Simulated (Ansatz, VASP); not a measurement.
**One calculation of Br, two programs**

INCAR

```
ALGO = Normal ; EDIFF = 1E-6
ENCUT = 520 ; GGA = PE
ISIF = 2 ; ISMEAR = -1
LASPH = T ; LCHARG = F
LREAL = F ; LWAVE = F
NBANDS = 10 ; NELM = 60
PREC = Accurate ; SIGMA = 0.05
```

File KPOINTS:

```
k-points
0
Gamma
  14 14 14
```

Contents of POSCAR:

```
Br
1.0
    0.0000000000      1.9923586125      1.9923586125
    1.9923586125      0.0000000000      1.9923586125
    1.9923586125      1.9923586125      0.0000000000
Br
1
Direct
    0.0000000000      0.0000000000      0.0000000000
```

Input for Ansatz:

```yaml
crystal:
  lattice:
    - [0.0, 1.9923586125, 1.9923586125]
    - [1.9923586125, 0.0, 1.9923586125]
    - [1.9923586125, 1.9923586125, 0.0]
  atoms:
    - { symbol: Br, position: [0.0, 0.0, 0.0] }
kpoints:
  mp_grid: { grid: [14, 14, 14] }
scf:
  occupations: { method: fermi_dirac, width: 0.05 }
hamiltonian:
  xc: pbe
  pseudopotentials: { kind: all_electron, lapw: { basis_error: 0.001 } }
output:
  forces: true
  stress: true
  eigenvalues: true
  populations: true
```

Change from the starting cell: volume scaled by 0.6, LAPW.

Alike in both runs: task single point; functional PBE; k mesh 14 × 14 × 14; occupations fermi-dirac, width 0.05 eV; no spin polarisation.

|  | VASP | Ansatz |
| --- | --- | --- |
| version | VASP 6.6.1 | Ansatz 0.2.0 |
| potentials or method | VASP PAW PBE potentials, release 64 (Br) | all-electron LAPW, scalar-relativistic |
| plane-wave cutoff (eV) | 520 | see its input |

|  | VASP | Ansatz | Ansatz less VASP |
| --- | --- | --- | --- |
| pressure (GPa) | 53.1 | 53.0 | -0.08 |

Ansatz ran all-electron here, so the differences hold the error of VASP's frozen core and of both bases.

Caveats: so large a pressure means that the cell lies far from this level's equilibrium, or that cutoff or potentials fall short (VASP); an odd number of electrons without spin polarisation forces a metal; a magnetic or distorted state may lie lower.
